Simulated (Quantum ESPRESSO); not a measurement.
Mn3Si:

```
CELL_PARAMETERS angstrom
0.00000 2.86100 2.86100
2.86100 0.00000 2.86100
2.86100 2.86100 0.00000
ATOMIC_POSITIONS crystal
Mn 0.75000 0.75000 0.75000
Mn 0.25000 0.25000 0.25000
Mn 0.50000 0.50000 0.50000
Si 0.00000 0.00000 0.00000
```

Base run:

```yaml
Program: Quantum ESPRESSO 7.5
Functional: PBEsol
Potentials_or_basis: GBRV 1.5 PBEsol
Cutoff: 612 eV
Density_cutoff: 4898 eV
k_mesh: 7 × 7 × 7
Occupations: fermi-dirac, width 0.05 eV
Spin: collinear spin, ferromagnetic start
Starting_moments: "[4.0, 4.0, 4.0, 0.0] μB"
Hubbard_terms: Mn d U = 1 eV
```

Its results: band gap on the k mesh none (metal or under the smearing width); pressure -0.6 GPa; net moment 6.89 μB per cell; site moments Mn +2.60, +1.62; Si -0.11 μB.

Q: The run is repeated on the same cell with these changes: k mesh from 7 × 7 × 7 to 8 × 8 × 8; hubbard terms from Mn d U = 1 eV to none; hubbard projectors from ortho-atomic to none. What comes out?

A: Band gap on the k mesh none (metal or under the smearing width); pressure -15.8 GPa; net moment 1.01 μB per cell; site moments Mn -0.85, +2.61; Si +0.04 μB.

Several settings changed at once, so the effect can't be laid on one alone.

Caveats: the U is typed as a test and isn't derived for this compound (some runs); so large a pressure means that the cell lies far from this level's equilibrium, or that cutoff or potentials fall short (some runs).

Not every run made on this cell is shown here.
